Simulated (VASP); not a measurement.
# La (P6_3/mmc) in VASP: a series of runs

One crystal, La, is run at these levels: LDA, AM05+D4; tasks: single point, relaxation of the atoms.

All numbers are computed with VASP 6.6.1; they aren't measurements. Logs are shortened: lines on timing, memory, paths and dates and some standing lists are left out, and cuts for length are marked.

### Step 1. The crystal as given

It takes space group P6_3/mmc (No. 194, hexagonal). Conventional cell: a = 3.750 Å, b = 3.750 Å, c = 6.070 Å, α = 90.00°, β = 90.00°, γ = 120.00°. La (site symmetry -6m2) is surrounded by 12 La at 3.73 to 3.75 Å.

This isn't the form of La at room conditions, which is double hcp.

### Step 2. Single point, LDA

File INCAR:

```
SYSTEM = La
PREC = Accurate ; ENCUT = 500
EDIFF = 1E-6 ; ISMEAR = -1
SIGMA = 0.1 ; LREAL = Auto
LASPH = .TRUE. ; NELM = 100
ALGO = Normal ; ISIF = 2
LWAVE = .FALSE. ; LCHARG = .FALSE.
GGA = CA ; ADDGRID = .FALSE.
```

File KPOINTS:

```
Automatic mesh
0
G
  17 17 10
  0 0 0
```

File POSCAR:

```
La
1.0
    3.7500000000      0.0000000000      0.0000000000
   -1.8750000000      3.2475952642      0.0000000000
    0.0000000000      0.0000000000      6.0700000000
La
2
Direct
    0.6666666667      0.3333333333      0.7500000000
    0.3333333333      0.6666666667      0.2500000000
```

Potentials or basis: VASP PAW LDA potentials, release 64 (La).

Started as:

```bash
$ cat potpaw_LDA.64/La/POTCAR > POTCAR
$ mpirun -np 1 vasp_std > vasp.out
```

OUTCAR:

```text
SYSTEM = La
   PREC = Accurate
   ENCUT = 500
   EDIFF = 1E-6
   ISMEAR = -1
   LREAL = Auto
   LASPH = .TRUE.
   NELM = 100
   ISIF = 2
   GGA = CA

 Found    198 irreducible k-points:

 Following reciprocal coordinates:
            Coordinates               Weight
  0.000000  0.000000  0.000000      1.000000
  0.058824  0.000000  0.000000      6.000000
  0.117647 -0.000000  0.000000      6.000000
  0.176471  0.000000  0.000000      6.000000
  0.235294 -0.000000  0.000000      6.000000
  0.294118  0.000000  0.000000      6.000000
   k-points           NKPTS =    198   k-points in BZ     NKDIM =    198   number of bands    NBANDS=     15
   number of dos      NEDOS =    301   number of ions     NIONS =      2
   total plane-waves  NPLWV =  37632
   dimension x,y,z NGX =    28 NGY =   28 NGZ =   48
   dimension x,y,z NGXF=    56 NGYF=   56 NGZF=   96
   ions per type =               2
   NGX,Y,Z   is equivalent  to a cutoff of  12.41, 12.41, 13.15 a.u.
   NGXF,Y,Z  is equivalent  to a cutoff of  24.83, 24.83, 26.29 a.u.
 SYSTEM =  La
   PREC   = accura    normal or accurate (medium, high low for compatibility)
   ISTART =      0    job   : 0-new  1-cont  2-samecut
   ICHARG =      2    charge: 1-file 2-atom 10-const
   ISPIN  =      1    spin polarized calculation?
   LNONCOLLINEAR =      F non collinear calculations
   LSORBIT =      F    spin-orbit coupling
   LASPH  =      T    aspherical Exc in radial PAW
   ENCUT  =  500.0 eV  36.75 Ry    6.06 a.u.   6.84  6.84 11.07*2*pi/ulx,y,z
   NELM   =    100;   NELMIN=  2; NELMDL= -5     # of ELM steps
   EDIFF  = 0.1E-05   stopping-criterion for ELM
   LREAL  =      T    real-space projection
   EDIFFG = 0.1E-04   stopping-criterion for IOM
   NSW    =      0    number of steps for IOM
   IBRION =     -1    ionic relax: 0-MD 1-quasi-New 2-CG
   NFREE  =      0    steps in history (QN), initial steepest desc. (CG)
   ISIF   =      2    stress and relaxation
   ISYM   =      2    0-nonsym 1-usesym 2-fastsym
   POTIM  = 0.5000    time-step for ionic-motion
   TEBEG  =    0.0;   TEEND  =   0.0 temperature during run
   PSTRESS=    0.0 pullay stress
   NELECT =      22.0000    total number of electrons
   NUPDOWN=      -1.0000    fix difference up-down
   EMIN   =  10.00;   EMAX   =-10.00  energy-range for DOS
   EFERMI =   0.00;   METHOD = LEGACY
   ISMEAR =    -1;   SIGMA  =   0.10  broadening in eV -4-tet -1-fermi 0-gaus
   EFERMI_NEDOS =   21; number of points for ismear=-14 and -15
   IALGO  =     38    algorithm
   IMIX   =      4    mixing-type and parameters
     AMIX     =   0.40;   BMIX     =  1.00
     AMIX_MAG =   1.60;   BMIX_MAG =  1.00
  volume/ion in A,a.u.               =      36.96       249.43
  Fermi-wavevector in a.u.,A,eV,Ry     =   1.093004  2.065478 16.254307  1.194658
  Thomas-Fermi vector in A             =   2.229281
   LORBIT       =      0    0 simple, 1 ext, 2 COOP (PROOUT), +10 PAW based schemes
   GGA     = CA    functional components
   LHFCALC =     F    Hartree Fock is set to
   AEXX    =    0.0000 exact exchange contribution
   IVDW    =     0    specifies the selected vdW correction
   LEPSILON=     F    determine dielectric tensor
   LRPA    =     F    only Hartree local field effects (RPA)
 non-spin polarized calculation
  energy-cutoff  :      500.00
  volume of cell :       73.92
 maximum number of plane-waves:      1896
 NGX is ok and might be reduce to    28
   NGX = 13   NGY = 13   NGZ = 23

 number of electron      21.9999997 magnetization

 Free energy of the ion-electron system (eV)
  ---------------------------------------------------
  ext. energy  EPLUGINS =         0.00000000
  ---------------------------------------------------
  free energy    TOTEN  =       -11.05695066 eV

  energy without entropy =      -10.92904621  energy(sigma->0) =      -10.99299844

 E-fermi :   7.6854     XC(G=0):  -9.7831

 val. band max:        7.6838049269   @ k =   0.1176   0.0588   0.4000
 cond. band min:       7.6949333169   @ k =   0.3529   0.0000   0.4000
 fundamental gap:      0.0111283900
 Fermi energy:         7.6854443556

 k-point     1 :       0.0000    0.0000    0.0000
  band No.  band energies     occupation
      1     -25.0366      2.00000
      2     -24.8271      2.00000
      3      -9.4431      2.00000
      4      -8.2110      2.00000
      5      -8.2110      2.00000
      6      -8.0200      2.00000
      7      -8.0200      2.00000
      8      -7.9912      2.00000
      9       4.5041      2.00000
     10       5.9297      2.00000
     11       8.7014      0.00008
     12       8.9926      0.00000
     13       8.9985      0.00000
     14       9.0818      0.00000
     15       9.1664      0.00000

 k-point     2 :       0.0588    0.0000    0.0000
  band No.  band energies     occupation
      1     -25.0308      2.00000
      2     -24.8243      2.00000
      3      -9.4281      2.00000
      4      -8.2508      2.00000
      5      -8.2235      2.00000
      6      -8.0610      2.00000
      7      -8.0249      2.00000
      8      -7.9974      2.00000
      9       4.5987      2.00000
     10       6.0178      2.00000
     11       8.4979      0.00059
     12       9.0225      0.00000
     13       9.0245      0.00000
     14       9.0295      0.00000
     15       9.1557      0.00000

 k-point     3 :       0.1176   -0.0000    0.0000
  band No.  band energies     occupation
      1     -25.0139      2.00000
      2     -24.8165      2.00000
      3      -9.3840      2.00000
      4      -8.3636      2.00000
      5      -8.2583      2.00000
      6      -8.1758      2.00000
      7      -8.0398      2.00000
      8      -8.0159      2.00000
      9       4.8673      2.00000
     10       6.2575      2.00000
     11       8.1776      0.01447
     12       8.7912      0.00003
     13       8.8346      0.00002
     14       9.0221      0.00000
     15       9.1131      0.00000

 k-point     4 :       0.1765    0.0000    0.0000
  band No.  band energies     occupation
      1     -24.9878      2.00000
      2     -24.8050      2.00000
      3      -9.3135      2.00000
      4      -8.5317      2.00000
      5      -8.3421      2.00000
      6      -8.3087      2.00000
      7      -8.0638      2.00000
      8      -8.0476      2.00000
      9       5.2644      2.00000
     10       6.5525      1.99998
     11       7.9225      0.17085
     12       8.3547      0.00248
     13       8.6585      0.00012
     14       8.9244      0.00001
     15       9.1820      0.00000

 k-point     5 :       0.2353   -0.0000    0.0000
  band No.  band energies     occupation
      1     -24.9550      2.00000
      2     -24.7920      2.00000
      3      -9.2211      2.00000
      4      -8.7296      2.00000
      5      -8.5321      2.00000
      6      -8.3668      2.00000
      7      -8.0944      2.00000
      8      -8.0928      2.00000
      9       5.7109      2.00000
     10       6.6887      1.99991
     11       7.8496      0.32454
     12       7.9133      0.18585
     13       8.5814      0.00026
     14       8.8569      0.00002
     15       9.1208      0.00000

 k-point     6 :       0.2941    0.0000    0.0000
  band No.  band energies     occupation
      1     -24.9193      2.00000
      2     -24.7800      2.00000
      3      -9.1134      2.00000
      4      -8.9290      2.00000
      5      -8.7188      2.00000
      6      -8.4245      2.00000
      7      -8.1513      2.00000
      8      -8.1273      2.00000
      9       6.0892      2.00000
     10       6.5904      1.99996
     11       7.3766      1.91280
     12       8.1342      0.02225
     13       8.7222      0.00006
     14       8.8217      0.00002
     15       9.0576      0.00000

 [... further k-points ...]

------------------------ aborting loop because EDIFF is reached ----------------------------------------

  FORCE on cell =-STRESS in cart. coord.  units (eV):
  Direction    XX          YY          ZZ          XY          YZ          ZX
  --------------------------------------------------------------------------------------
  -------------------------------------------------------------------------------------
  Total       -1.3668505     -1.3668505     -1.3523488      0.0000000      0.0000000      0.0000000
  in kB      -29.6244116    -29.6244116    -29.3101087      0.0000000      0.0000000      0.0000000
  external PRESSURE =     -29.5196440 kB  Pullay stress =       0.0000000 kB

 VOLUME and BASIS-vectors are now :
 -----------------------------------------------------------------------------
  energy-cutoff  :      500.00
  volume of cell :       73.92
      direct lattice vectors                 reciprocal lattice vectors
     3.750000000  0.000000000  0.000000000     0.266666667  0.153960072  0.000000000
    -1.875000000  3.247595264  0.000000000     0.000000000  0.307920144  0.000000000
     0.000000000  0.000000000  6.070000000     0.000000000  0.000000000  0.164744646

 POSITION                                       TOTAL-FORCE (eV/Angst)
 -----------------------------------------------------------------------------------
      1.87500      1.08253      4.55250        -0.000000      0.000000      0.000000
     -0.00000      2.16506      1.51750         0.000000      0.000000      0.000000
 -----------------------------------------------------------------------------------
    total drift:                                0.000000     -0.000000      0.000000

  FREE ENERGIE OF THE ION-ELECTRON SYSTEM (eV)
  ---------------------------------------------------
  free  energy   TOTEN  =       -11.0569506636 eV

  energy  without entropy=      -10.9290462088  energy(sigma->0) =      -10.99299844
```

Run time: 3.7 min. Hardware: 1 thread of AMD EPYC 9R45 (Zen 5), shared host; peak memory 0.23 GiB.

The run converged, but some of its settings lie outside the range that counts as converged, so its numbers aren't taken as properties of the crystal.

What came out:

```yaml
Free_energy: -11.0570 eV
Pressure: -3.0 GPa
Band_gap_on_the_k_mesh: none (metal or under the smearing width)
```

### Step 3. Single point, LDA

File INCAR:

```
SYSTEM = La
PREC = Accurate
ENCUT = 520
EDIFF = 1E-6
ISMEAR = 0
SIGMA = 0.05
LREAL = .False.
LASPH = .True.
NELM = 100
ALGO = Normal
ISIF = 2
LWAVE = .False.
LCHARG = .False.
NBANDS = 18
```

File KPOINTS:

```
regular mesh
0
Gamma
  8 8 5
  0 0 0
```

File POSCAR:

```
La
1.0
    3.7500000000      0.0000000000      0.0000000000
   -1.8750000000      3.2475952642      0.0000000000
    0.0000000000      0.0000000000      6.0700000000
La
2
Cartesian
    1.8750000002      1.0825317546      4.5525000000
   -0.0000000002      2.1650635096      1.5175000000
```

Potentials or basis: VASP PAW LDA potentials, release 64 (La).

Started as:

```bash
$ cat potpaw_LDA.64/La/POTCAR > POTCAR
$ mpirun -np 1 vasp_std > vasp.out
```

Run time: 46 s. Hardware: 1 thread of AMD EPYC 7R13 (Zen 3), shared host; peak memory 0.15 GiB.

Results (log left out):

- Free energy: -10.9773 eV
- Pressure: -2.9 GPa
- Band gap on the k mesh: none (metal or under the smearing width)

Stress tensor (GPa, compression positive):
```
-2.71  0.00  0.00
 0.00 -2.71  0.00
 0.00  0.00 -3.18
```

Levels at points of the mesh, in eV from the Fermi level:
| k point | band 8 | band 9 | band 10 | band 11 | band 12 | band 13 | band 14 | band 15 |
| --- | --- | --- | --- | --- | --- | --- | --- | --- |
| (0.00, 0.00, 0.00) | -15.72 | -3.20 | -1.78 | 0.98 | 1.28 | 1.28 | 1.35 | 1.44 |
| (0.50, 0.00, 0.00) | -15.91 | -1.61 | -1.18 | -1.14 | 1.16 | 1.20 | 1.24 | 1.30 |

The run has no spin-orbit coupling, so splittings on La are missing.

### Step 4. Single point, LDA

File run.py:

```python
from ase.calculators.vasp import Vasp
from ase.dft.bandgap import bandgap
from ase.spacegroup import crystal

atoms = crystal(
    ['La'],
    basis=[[0.6666666667, 0.3333333333, 0.75]],
    spacegroup=194,
    setting=1,
    cellpar=[3.75, 3.75, 6.07, 90.0, 90.0, 120.0],
    primitive_cell=True,
)
calc = Vasp(
    directory='calc',
    xc='lda',
    pp='LDA',
    setups='materialsproject',
    prec='Accurate',
    encut=520,
    ediff=1e-06,
    ismear=0,
    sigma=0.05,
    lreal=False,
    lasph=True,
    nelm=60,
    algo='Normal',
    isif=2,
    lwave=False,
    lcharg=False,
    kpts=[8, 8, 5],
    gamma=True,
)
atoms.calc = calc

print('energy (eV):', atoms.get_potential_energy())
print('free energy (eV):', atoms.get_potential_energy(force_consistent=True))
print('forces (eV/A):')
print(atoms.get_forces())
print('stress (eV/A^3, Voigt):', atoms.get_stress())
print('Fermi level (eV):', calc.get_fermi_level())
gap, top, bottom = bandgap(calc)
print('band gap (eV):', gap, 'from (spin, k, band)', top, 'to', bottom)
```

Potentials or basis: VASP PAW LDA potentials, release 64 (La).

Started as:

```bash
$ python run.py
```

What it wrote:

```text
energy (eV): -10.97398114
free energy (eV): -10.97729731
forces (eV/A):
[[ 0.  0.  0.]
 [-0.  0.  0.]]
stress (eV/A^3, Voigt): [ 0.01692133  0.01692133  0.01980153 -0.          0.          0.        ]
Fermi level (eV): 7.70673161
band gap (eV): 0.0 from (spin, k, band) (None, None, None) to (None, None, None)
```

OUTCAR:

```text
ENCUT = 520.000000
   EDIFF = 1.00e-06
   PREC = Accurate
   ISIF = 2
   ISMEAR = 0
   NELM = 60
   LASPH = .TRUE.
   LREAL = .FALSE.

 ion  position               nearest neighbor table
   1  0.667  0.333  0.750-
   2  0.333  0.667  0.250-

  LATTYP: Found a hexagonal cell.
 ALAT       =     3.7500000000
[... 633 lines left out ...]
  Total       -1.2508812     -1.2508812     -1.4637954     -0.0000000      0.0000000     -0.0000000
  in kB      -27.1109531    -27.1109531    -31.7255460     -0.0000000      0.0000000     -0.0000000
  external PRESSURE =     -28.6491507 kB  Pullay stress =       0.0000000 kB

 VOLUME and BASIS-vectors are now :
 -----------------------------------------------------------------------------
  energy-cutoff  :      520.00
  volume of cell :       73.92
      direct lattice vectors                 reciprocal lattice vectors
     3.750000000  0.000000000  0.000000000     0.266666667  0.153960072  0.000000000
    -1.875000000  3.247595264  0.000000000     0.000000000  0.307920144  0.000000000
     0.000000000  0.000000000  6.070000000     0.000000000  0.000000000  0.164744646

 POSITION                                       TOTAL-FORCE (eV/Angst)
 -----------------------------------------------------------------------------------
      1.87500      1.08253      4.55250         0.000000      0.000000      0.000000
     -0.00000      2.16506      1.51750        -0.000000      0.000000      0.000000
 -----------------------------------------------------------------------------------
    total drift:                               -0.000000      0.000000     -0.000000

  FREE ENERGIE OF THE ION-ELECTRON SYSTEM (eV)
  ---------------------------------------------------
  free  energy   TOTEN  =       -10.9772973136 eV

  energy  without entropy=      -10.9706649613  energy(sigma->0) =      -10.97398114
```

INCAR:

```text
ENCUT = 520.000000
SIGMA = 0.050000
EDIFF = 1.00e-06
ALGO = Normal
PREC = Accurate
ISIF = 2
ISMEAR = 0
NELM = 60
LASPH = .TRUE.
LCHARG = .FALSE.
LWAVE = .FALSE.
LREAL = .FALSE.
```

It took 44 s on 1 thread of AMD EPYC 7R13 (Zen 3), shared host; peak memory 0.15 GiB.

What came out:

```
Free energy            : -10.9773 eV
Pressure               : -2.9 GPa
Band gap on the k mesh : none (metal or under the smearing width)
```

The run has no spin-orbit coupling, so splittings on La are missing.

### Step 5. Relaxation of the atoms, AM05+D4 (volume scaled by 1.08)

File run.py:

```python
from ase import Atoms
from ase.calculators.vasp import Vasp

atoms = Atoms(
    ['La', 'La'],
    cell=[[3.84744588, 0.0, 0.0], [-1.92372294, 3.3319858718, 0.0], [0.0, 0.0, 6.2277323978]],
    scaled_positions=[[0.6666666667, 0.3333333333, 0.75], [0.3333333333, 0.6666666667, 0.25]],
    pbc=True,
)
calc = Vasp(
    directory='calc',
    xc='am05',
    pp='PBE',
    setups='recommended',
    prec='Accurate',
    encut=520,
    ediff=1e-07,
    ismear=0,
    sigma=0.05,
    lreal=False,
    lasph=True,
    nelm=100,
    algo='Normal',
    isif=2,
    lwave=False,
    lcharg=False,
    ivdw=13,
    ibrion=2,
    nsw=40,
    ediffg=-0.02,
    kpts=[8, 8, 5],
    gamma=True,
)
atoms.calc = calc

print('energy (eV):', atoms.get_potential_energy())
print('free energy (eV):', atoms.get_potential_energy(force_consistent=True))
print('forces (eV/A):')
print(atoms.get_forces())
print('stress (eV/A^3, Voigt):', atoms.get_stress())
print('Fermi level (eV):', calc.get_fermi_level())
print('cell (A, degrees):', atoms.cell.cellpar())
print('volume (A^3):', atoms.get_volume())
print('scaled positions:')
print(atoms.get_scaled_positions())
```

Potentials or basis: VASP PAW PBE potentials, release 64 (La).

Started as:

```bash
$ python run.py
```

It took 72 s on 1 thread of AMD EPYC 7R13 (Zen 3), shared host; peak memory 0.18 GiB.

It converged, with:

| Quantity | Value |
| --- | --- |
| Free energy | -10.3425 eV |
| Pressure after relaxing | -3.3 GPa |
| Band gap on the k mesh | none (metal or under the smearing width) |
| Dispersion energy per atom | -0.160 eV |

Stress tensor (GPa, compression positive):
```
-3.10  0.00  0.00
 0.00 -3.10  0.00
 0.00  0.00 -3.69
```

Final structure:
```yaml
crystal:
  lattice:
    - [3.84745, 0.00000, 0.00000]
    - [-1.92372, 3.33199, 0.00000]
    - [0.00000, 0.00000, 6.22773]
  atoms:
    - { symbol: La, position: [0.66667, 0.33333, 0.75000] }
    - { symbol: La, position: [0.33333, 0.66667, 0.25000] }
```

Levels at points of the mesh, in eV from the Fermi level:
```tsv
k point	band 9	band 10	band 11	band 12	band 13	band 14
(0.00, 0.00, 0.00)	-3.30	-1.71	1.06	1.28	1.29	1.42
(0.50, 0.00, 0.00)	-1.44	-1.19	-1.03	0.95	1.16	1.21
```

Caveat: the relaxation stopped at its first step, so nothing moved; the PAW data sets were made with another functional, which shifts forces and pressure a little; pairwise dispersion overbinds metals, which lowers pressure and volume. Spin-orbit coupling is left out, which matters for the levels of La.

### Step 6. Single point, LDA

File INCAR:

```
SYSTEM = La
PREC = Accurate ; ENCUT = 900
EDIFF = 1E-8 ; ISMEAR = -1
SIGMA = 0.1 ; LREAL = .FALSE.
LASPH = .TRUE. ; NELM = 100
ALGO = Normal ; ISIF = 2
LWAVE = .FALSE. ; LCHARG = .FALSE.
GGA = CA ; ADDGRID = .FALSE.
```

File KPOINTS:

```
Automatic mesh
0
G
  20 20 11
  0 0 0
```

File POSCAR:

```
La
1.0
    3.7500000000      0.0000000000      0.0000000000
   -1.8750000000      3.2475952642      0.0000000000
    0.0000000000      0.0000000000      6.0700000000
La
2
Direct
    0.6666666667      0.3333333333      0.7500000000
    0.3333333333      0.6666666667      0.2500000000
```

Potentials or basis: VASP PAW LDA potentials, release 64 (La).

Started as:

```bash
$ cat potpaw_LDA.64/La/POTCAR > POTCAR
$ mpirun -np 1 vasp_std > vasp.out
```

It took 7.9 min on 1 thread of AMD EPYC 9R45 (Zen 5), shared host; peak memory 0.79 GiB.

Results (log left out):

```yaml
Free_energy: -11.0591 eV
Pressure: -2.9 GPa
Band_gap_on_the_k_mesh: none (metal or under the smearing width)
```

Levels at points of the mesh, in eV from the Fermi level:
```tsv
k point	band 8	band 9	band 10	band 11	band 12	band 13	band 14	band 15
(0.00, 0.00, 0.00)	-15.68	-3.18	-1.76	1.02	1.31	1.31	1.39	1.47
(0.50, 0.00, 0.00)	-15.88	-1.59	-1.16	-1.12	1.19	1.23	1.27	1.34
```

### Step 7. Overview

| task | level | potentials or basis | cell | k mesh | cutoff (eV) | smearing | optimiser | gap on the mesh (eV) | pressure (GPa) |
| --- | --- | --- | --- | --- | --- | --- | --- | --- | --- |
| single point | LDA | VASP PAW LDA potentials, release 64 (La) | as given | 8 × 8 × 5 | 520 | gaussian 0.05 eV | - | none | -2.9 |
| relaxation of the atoms | AM05+D4 | VASP PAW PBE potentials, release 64 (La) | atoms relaxed from: volume scaled by 1.08 | 8 × 8 × 5 | 520 | gaussian 0.05 eV | vasp | none | -3.3 |
| single point | LDA | VASP PAW LDA potentials, release 64 (La) | as given | 20 × 20 × 11 | 900 | fermi-dirac 0.1 eV | - | none | -2.9 |

Alike in all rows: no spin polarisation.

Caveats: the relaxation stopped at its first step, so nothing moved (some runs); the PAW data sets were made with another functional, which shifts forces and pressure a little (some runs); pairwise dispersion overbinds metals, which lowers pressure and volume (some runs).

Total energies depend on the potentials used, so only differences within one code and one set of settings carry meaning.
